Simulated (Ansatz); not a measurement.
Input and output for BP (CsCl type): DFT, PBE, PAW with Ansatz's default frozen-core files, scalar-relativistic (Ansatz 0.2.0). This run: cell relaxed at zero pressure.

The start is a guessed cell of a prototype that needn't be stable.

Command: `ansatz run input.yaml --threads 1 --pin off --max-ram 2048MiB --backend cpu --events-out ev --progress --plain --runs-dir out` It took 6.1 s on 1 thread of Arm Neoverse V2, on a shared host, peak memory 0.3 GiB.

```yaml
crystal:
  lattice:
    - [2.7144176166, 0.0, 0.0]
    - [0.0, 2.7144176166, 0.0]
    - [0.0, 0.0, 2.7144176166]
  atoms:
    - { symbol: B, position: [0.0, 0.0, 0.0] }
    - { symbol: P, position: [0.5, 0.5, 0.5] }
kpoints:
  mp_grid: { grid: [15, 15, 15] }
scf:
  occupations: { method: fermi_dirac, width: 0.1 }
hamiltonian:
  xc: pbe
  pseudopotentials: { kind: paw }
output:
  forces: true
  stress: true
  write_density: true
  write_potential: true
  elf: true
  volumetric_format: npy
relax:
  f_tol: 0.005
  max_steps: 40
  cell: {}
```

Output:

```
Engine: ansatz 0.2.0
Pseudopotentials: kind: paw
Pseudopotential: B, paw, valence charge 3, recommended cutoff 420 eV (normal), B.paw.azcp
Pseudopotential: P, paw, valence charge 5, recommended cutoff 420 eV (normal), P.paw.azcp
Functional definition: PBE
  parameter kappa = 0.804
  parameter beta = 0.06672455060314922
  exchange = pbe_x(kappa = kappa, mu = beta*pi^2/3)
  correlation = pbe_c(beta = beta)
Crystal: 2 atoms, lattice volume = 20.000 Å³
Basis set: ecut = 420 eV, 389 PW (Γ), exchange–correlation on 40×40×40 points (8 copies of the dense FFT grid, shifted against one another)
Bands: 8, of which v1, the nominal top of the filled ones, is band 4 counted from 1 (3 counted from 0)
Symmetry: 48 space group operations
Space group: Pm-3m (ITA 221), of the structure as read, at distance tolerance 2.7e-5 Å
k-points: 120 of 3375
Non-local potential: B, projectors of the file, l = 0: 2, l = 1: 2, l = 2: 1
Non-local potential: P, projectors of the file, l = 0: 2, l = 1: 2, l = 2: 2
PAW form: soft (Blöchl's): semilocal exchange-correlation on the pseudo side does not see the compensation charge
PAW one-centre angular grid: B, 110 points (default); XC on 64 Gauss nodes
PAW one-centre angular grid: P, 110 points (default); XC on 64 Gauss nodes
Initial density: superposition of atomic densities (neutral atoms: chi_scale 0, normalization atom), corrected by the library's trained network
Initial wavefunctions: pseudopotential atomic-orbital guess
Functional: x = pbe(κ = 0.804, μ = 0.2195149727645171), c = pbe(β = 0.06672455060314922)
SCF iter   1: F=—  HF=-908.775659 eV  |F-HF|=—  |Δ(HF+E_count)|=         —  Δρ=1.80e-3  dr2=2.68e-4  ethr=1.77e-3  ⟨swp⟩=5.5  Hψ=17273  notcnv=0  defer=37
automatic band count: the SCF goes on with 12 bands, as 8 were too few: the levels above may hold too much charge
preconditioner: auto → none  [metal: Δε(μ)=0.069 eV  Ē_g=16.529 eV  σ=0.100 eV  W_gap=0.17  n_scr=6 (ndim 8)  ℏωp=23.5 eV  f_vac=0.000  D(μ)=0.92/eV (n_scr^D=6)  sad-step TF]
SCF iter   2: F=—  HF=-908.775582 eV  |F-HF|=—  |Δ(HF+E_count)|=   7.75e-5  Δρ=1.05e-3  dr2=8.71e-5  ethr=3.36e-6  ⟨swp⟩=2.1  Hψ=2683  notcnv=0  defer=56
SCF iter   3: F=—  HF=-908.775632 eV  |F-HF|=—  |Δ(HF+E_count)|=   4.99e-5  Δρ=1.59e-4  dr2=6.59e-6  ethr=1.09e-6  ⟨swp⟩=1.0  Hψ=1170  notcnv=0  defer=56
SCF iter   4: F=—  HF=-908.775630 eV  |F-HF|=—  |Δ(HF+E_count)|=   1.64e-6  Δρ=6.62e-5  dr2=1.16e-6  ethr=8.23e-8  ⟨swp⟩=1.0  Hψ=1170  notcnv=0  defer=56
iter 5 did not close the SCF: its close was put off for the readings that it lacked (scf_convergence_deferred on its scf_iter line)
SCF iter   5: F=-908.775630 eV  HF=-908.775630 eV  |F-HF|=2.09e-8  |Δ(HF+E_count)|=   2.84e-7  Δρ=9.15e-6  dr2=2.41e-8  ethr=1.46e-8  ⟨swp⟩=1.9  Hψ=1545  notcnv=0  defer=56
SCF iter   6: F=-908.775630 eV  HF=-908.775630 eV  |F-HF|=2.96e-9  |Δ(HF+E_count)|=   7.62e-9  Δρ=3.42e-6  dr2=3.43e-9  ethr=3.02e-10  ⟨swp⟩=4.9  Hψ=4979  notcnv=0
SCF 1 converged in 6 iterations: F = -908.775630 eV  dr2 = 3.43e-9
  greatest PAW one-centre occupation: 0.823 electrons in one spin orbital (limit 2), on the P atom at site 1 (counted from 0), in its partial waves of l = 0
relax step   1: F+E_penalty+E_count = -908.77562984 eV  Δ(F+E_penalty+E_count) = +0.000e0 eV  max|allowed force component| = 2.547e-31 eV/Å  Δτ_max = 0.0000 Å  P = +0.220 GPa  Ω = 20.000 Å³  (6 SCF iters, dr2 threshold 1.00e-7 eV, accepted)
Crystal: 2 atoms, lattice volume = 20.018 Å³
Bands: 12, of which v1, the nominal top of the filled ones, is band 4 counted from 1 (3 counted from 0)
Initial density: handed on by an earlier stage of this run
Initial wavefunctions: those handed on with the density
iter 1 solved again at ethr=1.34e-8 eV; its pass at ethr=3.10e-3 eV (dr2=1.07e-6 eV) is discarded
SCF iter   1: F=—  HF=-908.775628 eV  |F-HF|=—  |Δ(HF+E_count)|=         —  Δρ=6.06e-5  dr2=1.06e-6  ethr=1.34e-8  ⟨swp⟩=1.9  Hψ=9174  notcnv=0
preconditioner: auto → none  [metal: Δε(μ)=0.069 eV  Ē_g=16.519 eV  σ=0.100 eV  W_gap=0.17  n_scr=6 (ndim 8)  ℏωp=23.5 eV  f_vac=0.000  D(μ)=0.92/eV (n_scr^D=6)]
SCF iter   2: F=—  HF=-908.775633 eV  |F-HF|=—  |Δ(HF+E_count)|=   5.91e-6  Δρ=2.61e-5  dr2=1.87e-7  ethr=1.32e-8  ⟨swp⟩=1.0  Hψ=1440  notcnv=0
iter 3 did not close the SCF: its close was put off for the readings that it lacked (scf_convergence_deferred on its scf_iter line)
SCF iter   3: F=-908.775633 eV  HF=-908.775633 eV  |F-HF|=8.72e-11  |Δ(HF+E_count)|=   6.27e-8  Δρ=1.73e-6  dr2=2.16e-10  ethr=2.34e-9  ⟨swp⟩=1.0  Hψ=1442  notcnv=0
iter 4 did not close the SCF: its close was put off for the readings that it lacked (scf_convergence_deferred on its scf_iter line)
SCF iter   4: F=-908.775633 eV  HF=-908.775633 eV  |F-HF|=1.36e-12  |Δ(HF+E_count)|=  1.48e-11  Δρ=1.18e-7  dr2=6.42e-13  ethr=2.70e-12  ⟨swp⟩=2.5  Hψ=1915  notcnv=0
iter 5 did not close the SCF: its close was put off for the readings that it lacked (scf_convergence_deferred on its scf_iter line)
SCF iter   5: F=-908.775633 eV  HF=-908.775633 eV  |F-HF|=3.41e-13  |Δ(HF+E_count)|=  1.59e-12  Δρ=1.44e-8  dr2=2.38e-14  ethr=1.00e-12  ⟨swp⟩=1.0  Hψ=1440  notcnv=0
iter 6 did not close the SCF: its close was put off for the readings that it lacked (scf_convergence_deferred on its scf_iter line)
SCF iter   6: F=-908.775633 eV  HF=-908.775633 eV  |F-HF|=4.55e-13  |Δ(HF+E_count)|=    0.00e0  Δρ=7.82e-10  dr2=7.56e-17  ethr=1.00e-12  ⟨swp⟩=1.0  Hψ=1441  notcnv=0
SCF iter   7: F=-908.775633 eV  HF=-908.775633 eV  |F-HF|=2.27e-13  |Δ(HF+E_count)|=  2.27e-13  Δρ=1.07e-10  dr2=1.02e-18  ethr=1.00e-12  ⟨swp⟩=1.8  Hψ=3659  notcnv=0
SCF 2 converged in 7 iterations: F = -908.775633 eV  dr2 = 1.02e-18
relax step   2: F+E_penalty+E_count = -908.77563335 eV  Δ(F+E_penalty+E_count) = -3.517e-6 eV  max|allowed force component| = 2.301e-31 eV/Å  Δτ_max = 0.0000 Å  P = +0.097 GPa  Ω = 20.018 Å³  energy of the carried Pulay correction = -1.470e-5 eV  (7 SCF iters, dr2 threshold 1.21e-7 eV, accepted)
Crystal: 2 atoms, lattice volume = 20.033 Å³
iter 1 solved again at ethr=9.12e-9 eV; its pass at ethr=3.10e-3 eV (dr2=7.30e-7 eV) is discarded
SCF iter   1: F=—  HF=-908.775620 eV  |F-HF|=—  |Δ(HF+E_count)|=         —  Δρ=4.97e-5  dr2=7.25e-7  ethr=9.12e-9  ⟨swp⟩=1.4  Hψ=8987  notcnv=0
[... lines left out ...]
iter 3 did not close the SCF: its close was put off for the readings that it lacked (scf_convergence_deferred on its scf_iter line)
SCF iter   3: F=-908.775656 eV  HF=-908.775656 eV  |F-HF|=1.36e-12  |Δ(HF+E_count)|=  3.82e-10  Δρ=1.24e-7  dr2=9.96e-13  ethr=1.00e-12  ⟨swp⟩=2.6  Hψ=1913  notcnv=0
iter 4 did not close the SCF: its close was put off for the readings that it lacked (scf_convergence_deferred on its scf_iter line)
SCF iter   4: F=-908.775656 eV  HF=-908.775656 eV  |F-HF|=2.27e-13  |Δ(HF+E_count)|=  1.36e-12  Δρ=2.21e-8  dr2=5.12e-14  ethr=1.00e-12  ⟨swp⟩=1.0  Hψ=1441  notcnv=0
iter 5 did not close the SCF: its close was put off for the readings that it lacked (scf_convergence_deferred on its scf_iter line)
SCF iter   5: F=-908.775656 eV  HF=-908.775656 eV  |F-HF|=5.68e-13  |Δ(HF+E_count)|=  6.82e-13  Δρ=1.45e-9  dr2=3.39e-16  ethr=1.00e-12  ⟨swp⟩=1.0  Hψ=1440  notcnv=0
iter 6 did not close the SCF: its close was put off for the readings that it lacked (scf_convergence_deferred on its scf_iter line)
SCF iter   6: F=-908.775656 eV  HF=-908.775656 eV  |F-HF|=4.55e-13  |Δ(HF+E_count)|=  6.82e-13  Δρ=2.02e-10  dr2=2.48e-18  ethr=1.00e-12  ⟨swp⟩=1.0  Hψ=1440  notcnv=0
SCF iter   7: F=-908.775656 eV  HF=-908.775656 eV  |F-HF|=1.14e-13  |Δ(HF+E_count)|=  1.14e-13  Δρ=3.90e-11  dr2=9.45e-20  ethr=1.00e-12  ⟨swp⟩=1.5  Hψ=4104  notcnv=0
SCF 4 converged in 7 iterations: F = -908.775656 eV  dr2 = 9.45e-20
relax step   4: F+E_penalty+E_count = -908.77565559 eV  Δ(F+E_penalty+E_count) = -2.942e-5 eV  max|allowed force component| = 3.862e-31 eV/Å  Δτ_max = 0.0000 Å  P = +0.003 GPa  Ω = 20.033 Å³  stress off target by 2.56e-3 GPa  SCF on the basis re-selected at this cell (its energy is not comparable with the rows above)  (7 SCF iters)
basis re-selected at this cell: Δ(F+E_penalty+E_count) = -2.942e-5 eV, ΔP = +0.002 GPa vs the last step (what re-selecting the basis moved, of the pressure what is left beyond the Pulay correction that the steps carried, after the strain that the cell walked since its last selection, with what the two solves' SCF thresholds leave and, on support functions, any second-order correction that the steps lacked; it is no measure of the basis error at this ecutwfc). This SCF's stress stands 2.56e-3 GPa from its target on what of the cell is left free (relax.cell.stress_tol is 5.00e-2 GPa) and its largest allowed force component is 3.86e-31 eV/Å (relax.f_tol is 5.00e-3 eV/Å): within both
SCF converged after 7 iterations
Free energy (F): -908.775656 eV
Harris-Foulkes:  -908.775656 eV  (|F-HF|=1.14e-13)
Internal energy: -908.746421 eV  (E = F + TS)
E sigma→0 (E₀):  -908.761038 eV
Entropy (-TS):   -0.029234 eV (-14.617 meV/atom)
Fermi energy:    12.239971 eV
--- Per-component energies (eV) ---
  E_band       = 45.227361
  E_kinetic    = 115.062769
  E_local      = -11.959355  (includes V_loc(G=0)·N_el)
  E_nonlocal   = 46.220999
  E_hartree    = 2.265037
  E_xc         = -93.381427
  E_vxc        = -98.837451  (∫ρ·V_xc dr)
  E_paw        = -647.441570  (= ΣΔE_a)
  E_vpaw       = -9.789677  (= ΣTr[D̂ρ^β])
  E_aug_tail   = 0.000002  (compensation charges beyond the density's cutoff)
  E_ewald      = -319.512877
  E_smearing   = -0.029234  (= −TS)
  E_closure    = 0.000000  (closes the sum)
  Σ components = -908.775656   (vs F -908.775656, Δ=0.00e0)
--- Forces (eV/Å), atoms counted from 1 ---
  atom   1  B      0.00000000     0.00000000    -0.00000000
  atom   2  P     -0.00000000     0.00000000     0.00000000
  max |Σ_I F_I| component: 8.05e-31 eV/Å
--- Stress (GPa, compression-positive) ---
        0.002555      -0.000000      -0.000000
       -0.000000       0.002555       0.000000
       -0.000000       0.000000       0.002555
  P = ⅓ Tr σ = 0.0026 GPa (0.026 kbar)
--- Band table (eV; the first three rows and the last of 120) ---
  k-point 0: bands = ["-4.9259", "11.1489", "11.1489", "11.1489", "14.4175", "16.5884", "16.5884", "23.1000", "23.1000", "23.1000", "29.7818", "29.7818"]
  k-point 1: bands = ["-4.8451", "10.2630", "11.2260", "11.2260", "14.6890", "16.6678", "17.3696", "22.8213", "22.8213", "22.9400", "29.7877", "29.7877"]
  k-point 2: bands = ["-4.6035", "8.5722", "11.4572", "11.4572", "15.0104", "16.9036", "19.2080", "22.0553", "22.0553", "22.5281", "29.8456", "29.8456"]
  k-point 119: bands = ["6.0920", "7.9161", "8.1696", "8.1696", "9.5800", "9.5800", "9.8700", "11.2118", "32.5296", "32.6778", "32.6778", "36.1295"]
--- Relaxed structure (3 steps of the walk, 3 accepted, 1 SCFs on fresh bases) ---
  F+E_penalty+E_count = -908.77565559 eV   max|allowed force component| = 3.862e-31 eV/Å   (the final SCF, on the basis selected at the relaxed cell)
  cell:  # Å, volume = 20.0329 Å³
    - [2.7159069009945114, -5.027981169917197e-34, 0.0]
    - [-5.027981169917197e-34, 2.7159069009945114, 1.0030885127016853e-36]
    - [0.0, 0.0, 2.7159069009945114]
  atoms:
    - { symbol: B, position: [-1.4781638706831566e-36, 5.196669857832006e-38, 4.619262095888015e-38] }
    - { symbol: P, position: [0.5, 0.5, 0.5] }
```

Next run (the series' base cell), as changes to the input before:

```diff
   lattice:
-    - [2.7144176166, 0.0, 0.0]
-    - [0.0, 2.7144176166, 0.0]
-    - [0.0, 0.0, 2.7144176166]
+    - [2.715906901, 0.0, 0.0]
+    - [0.0, 2.715906901, 0.0]
+    - [0.0, 0.0, 2.715906901]
   atoms:
   mp_grid: { grid: [15, 15, 15] }
+  band_path:
+    path:
+      - [0.0, 0.0, 0.0]
+      - [0.0, 0.5, 0.0]
+      - [0.5, 0.5, 0.0]
+      - [0.0, 0.0, 0.0]
+      - [0.5, 0.5, 0.5]
+      - [0.0, 0.5, 0.0]
+      - [0.5, 0.5, 0.5]
+      - [0.5, 0.5, 0.0]
+    npoints: 8
 scf:
   stress: true
-  write_density: true
-  write_potential: true
-  elf: true
-  volumetric_format: npy
-relax:
-  f_tol: 0.005
-  max_steps: 40
-  cell: {}
+  eigenvalues: true
+  populations: true
+  dos: { projected: true, de: 0.2, e_range: [-14, 8] }
```

Results part of the output:

```
SCF 1 converged in 6 iterations: F = -908.775656 eV  dr2 = 2.99e-9
  greatest PAW one-centre occupation: 0.823 electrons in one spin orbital (limit 2), on the P atom at site 1 (counted from 0), in its partial waves of l = 0
NSCF: frozen V_eff on 57 k-points
SCF converged after 6 iterations
Free energy (F): -908.775656 eV
Harris-Foulkes:  -908.775656 eV  (|F-HF|=2.59e-9)
Internal energy: -908.746421 eV  (E = F + TS)
E sigma→0 (E₀):  -908.761039 eV
Entropy (-TS):   -0.029234 eV (-14.617 meV/atom)
Fermi energy:    12.239978 eV
--- Per-component energies (eV) ---
  E_band       = 45.227440
  E_kinetic    = 115.062717
  E_local      = -11.959167  (includes V_loc(G=0)·N_el)
  E_nonlocal   = 46.220844
  E_hartree    = 2.265000
  E_xc         = -93.381395
  E_vxc        = -98.837418  (∫ρ·V_xc dr)
  E_paw        = -647.441545  (= ΣΔE_a)
  E_vpaw       = -9.789628  (= ΣTr[D̂ρ^β])
  E_aug_tail   = 0.000002  (compensation charges beyond the density's cutoff)
  E_ewald      = -319.512877
  E_smearing   = -0.029234  (= −TS)
  E_closure    = 0.000000  (closes the sum)
  Σ components = -908.775656   (vs F -908.775656, Δ=0.00e0)
--- Forces (eV/Å), atoms counted from 1 ---
  atom   1  B      0.00000000     0.00000000     0.00000000
  atom   2  P      0.00000000    -0.00000000    -0.00000000
  max |Σ_I F_I| component: 3.62e-30 eV/Å
--- Stress (GPa, compression-positive) ---
        0.002445      -0.000000       0.000000
        0.000000       0.002445       0.000000
        0.000000       0.000000       0.002445
  P = ⅓ Tr σ = 0.0024 GPa (0.024 kbar)
--- Band table (eV; the first three rows and the last of 120) ---
  k-point 0: bands = ["-4.9259", "11.1489", "11.1489", "11.1489", "14.4175", "16.5885", "16.5885", "23.1000", "23.1000", "23.1000", "29.7819", "29.7819"]
  k-point 1: bands = ["-4.8451", "10.2630", "11.2261", "11.2261", "14.6890", "16.6678", "17.3696", "22.8213", "22.8213", "22.9401", "29.7877", "29.7877"]
  k-point 2: bands = ["-4.6035", "8.5722", "11.4572", "11.4572", "15.0105", "16.9036", "19.2080", "22.0553", "22.0553", "22.5281", "29.8456", "29.8456"]
  k-point 119: bands = ["6.0920", "7.9162", "8.1697", "8.1697", "9.5800", "9.5800", "9.8700", "11.2118", "32.5296", "32.6778", "32.6778", "36.1296"]
--- Löwdin populations: 2 sites ---
  site symbol       q [e]
     0      B      3.5055
     1      P      4.3518
  spilling = 0.017835 (of n_electrons = 8.000000)
```

Next run (volume at 0.94 of the series' base cell), as changes to the input before:

```diff
   lattice:
-    - [2.715906901, 0.0, 0.0]
-    - [0.0, 2.715906901, 0.0]
-    - [0.0, 0.0, 2.715906901]
+    - [2.6604646728, 0.0, 0.0]
+    - [0.0, 2.6604646728, 0.0]
+    - [0.0, 0.0, 2.6604646728]
   atoms:
   mp_grid: { grid: [15, 15, 15] }
-  band_path:
-    path:
-      - [0.0, 0.0, 0.0]
-      - [0.0, 0.5, 0.0]
-      - [0.5, 0.5, 0.0]
-      - [0.0, 0.0, 0.0]
-      - [0.5, 0.5, 0.5]
-      - [0.0, 0.5, 0.0]
-      - [0.5, 0.5, 0.5]
-      - [0.5, 0.5, 0.0]
-    npoints: 8
 scf:
   populations: true
-  dos: { projected: true, de: 0.2, e_range: [-14, 8] }
```

Results part of the output:

```
SCF 1 converged in 6 iterations: F = -908.742627 eV  dr2 = 1.18e-9
  greatest PAW one-centre occupation: 0.820 electrons in one spin orbital (limit 2), on the P atom at site 1 (counted from 0), in its partial waves of l = 0
SCF converged after 6 iterations
Free energy (F): -908.742627 eV
Harris-Foulkes:  -908.742627 eV  (|F-HF|=9.96e-10)
Internal energy: -908.715446 eV  (E = F + TS)
E sigma→0 (E₀):  -908.729037 eV
Entropy (-TS):   -0.027180 eV (-13.590 meV/atom)
Fermi energy:    13.270578 eV
--- Per-component energies (eV) ---
  E_band       = 51.154941
  E_kinetic    = 118.384953
  E_local      = -6.850537  (includes V_loc(G=0)·N_el)
  E_nonlocal   = 46.119386
  E_hartree    = 1.856720
  E_xc         = -94.549004
  E_vxc        = -100.372928  (∫ρ·V_xc dr)
  E_paw        = -647.505664  (= ΣΔE_a)
  E_vpaw       = -9.839426  (= ΣTr[D̂ρ^β])
  E_aug_tail   = 0.000002  (compensation charges beyond the density's cutoff)
  E_ewald      = -326.171303
  E_smearing   = -0.027180  (= −TS)
  E_closure    = 0.000000  (closes the sum)
  Σ components = -908.742627   (vs F -908.742627, Δ=0.00e0)
--- Forces (eV/Å), atoms counted from 1 ---
  atom   1  B     -0.00000000     0.00000000     0.00000000
  atom   2  P      0.00000000    -0.00000000    -0.00000000
  max |Σ_I F_I| component: 1.04e-30 eV/Å
--- Stress (GPa, compression-positive) ---
        9.273510      -0.000000       0.000000
       -0.000000       9.273510       0.000000
        0.000000       0.000000       9.273510
  P = ⅓ Tr σ = 9.2735 GPa (92.735 kbar)
--- Band table (eV; the first three rows and the last of 120) ---
  k-point 0: bands = ["-4.6085", "12.0879", "12.0879", "12.0879", "16.1636", "17.4015", "17.4015", "24.8634", "24.8634", "24.8634", "31.2492", "31.2492"]
  k-point 1: bands = ["-4.5242", "11.1739", "12.1684", "12.1684", "16.3719", "17.4842", "18.2775", "24.5480", "24.5480", "24.6984", "31.2733", "31.2733"]
  k-point 2: bands = ["-4.2720", "9.4130", "12.4099", "12.4099", "16.6144", "17.7304", "20.2755", "23.6935", "23.6935", "24.2743", "31.3749", "31.3749"]
  k-point 119: bands = ["7.2124", "8.8005", "8.8940", "8.8940", "10.2976", "10.2976", "10.7799", "12.3328", "34.4185", "34.5679", "34.5679", "37.9403"]
--- Löwdin populations: 2 sites ---
  site symbol       q [e]
     0      B      3.5377
     1      P      4.3066
  spilling = 0.019451 (of n_electrons = 8.000000)
```

Next run (volume at 0.88 of the series' base cell), as changes to the input before:

```diff
   lattice:
-    - [2.6604646728, 0.0, 0.0]
-    - [0.0, 2.6604646728, 0.0]
-    - [0.0, 0.0, 2.6604646728]
+    - [2.6026100511, 0.0, 0.0]
+    - [0.0, 2.6026100511, 0.0]
+    - [0.0, 0.0, 2.6026100511]
   atoms:
```

Results part of the output:

```
SCF 1 converged in 6 iterations: F = -908.628112 eV  dr2 = 1.89e-11
  greatest PAW one-centre occupation: 0.817 electrons in one spin orbital (limit 2), on the P atom at site 1 (counted from 0), in its partial waves of l = 0
SCF converged after 6 iterations
Free energy (F): -908.628112 eV
Harris-Foulkes:  -908.628112 eV  (|F-HF|=1.50e-11)
Internal energy: -908.603191 eV  (E = F + TS)
E sigma→0 (E₀):  -908.615651 eV
Entropy (-TS):   -0.024921 eV (-12.461 meV/atom)
Fermi energy:    14.411776 eV
--- Per-component energies (eV) ---
  E_band       = 57.756283
  E_kinetic    = 122.217480
  E_local      = -1.490702  (includes V_loc(G=0)·N_el)
  E_nonlocal   = 46.047097
  E_hartree    = 1.484663
  E_xc         = -95.853716
  E_vxc        = -102.084514  (∫ρ·V_xc dr)
  E_paw        = -647.586100  (= ΣΔE_a)
  E_vpaw       = -9.902408  (= ΣTr[D̂ρ^β])
  E_aug_tail   = 0.000002  (compensation charges beyond the density's cutoff)
  E_ewald      = -333.421915
  E_smearing   = -0.024921  (= −TS)
  E_closure    = 0.000000  (closes the sum)
  Σ components = -908.628112   (vs F -908.628112, Δ=0.00e0)
--- Forces (eV/Å), atoms counted from 1 ---
  atom   1  B     -0.00000000     0.00000000    -0.00000000
  atom   2  P      0.00000000     0.00000000     0.00000000
  max |Σ_I F_I| component: 3.43e-30 eV/Å
--- Stress (GPa, compression-positive) ---
       21.912901       0.000000      -0.000000
       -0.000000      21.912901       0.000000
        0.000000       0.000000      21.912901
  P = ⅓ Tr σ = 21.9129 GPa (219.129 kbar)
--- Band table (eV; the first three rows and the last of 120) ---
  k-point 0: bands = ["-4.2499", "13.1398", "13.1398", "13.1398", "18.1390", "18.3092", "18.3092", "26.8487", "26.8487", "26.8487", "32.8894", "32.8894"]
  k-point 1: bands = ["-4.1618", "12.1820", "13.2240", "13.2240", "18.2278", "18.3957", "19.3516", "26.4877", "26.4877", "26.6778", "32.9388", "32.9388"]
  k-point 2: bands = ["-3.8982", "10.3398", "13.4765", "13.4765", "18.3977", "18.6532", "21.5127", "25.5270", "25.5270", "26.2405", "33.0948", "33.0948"]
  k-point 119: bands = ["8.3246", "9.6986", "9.6986", "9.9156", "11.1067", "11.1067", "11.7956", "13.6295", "36.5336", "36.6832", "36.6832", "39.9634"]
--- Löwdin populations: 2 sites ---
  site symbol       q [e]
     0      B      3.5716
     1      P      4.2581
  spilling = 0.021279 (of n_electrons = 8.000000)
```
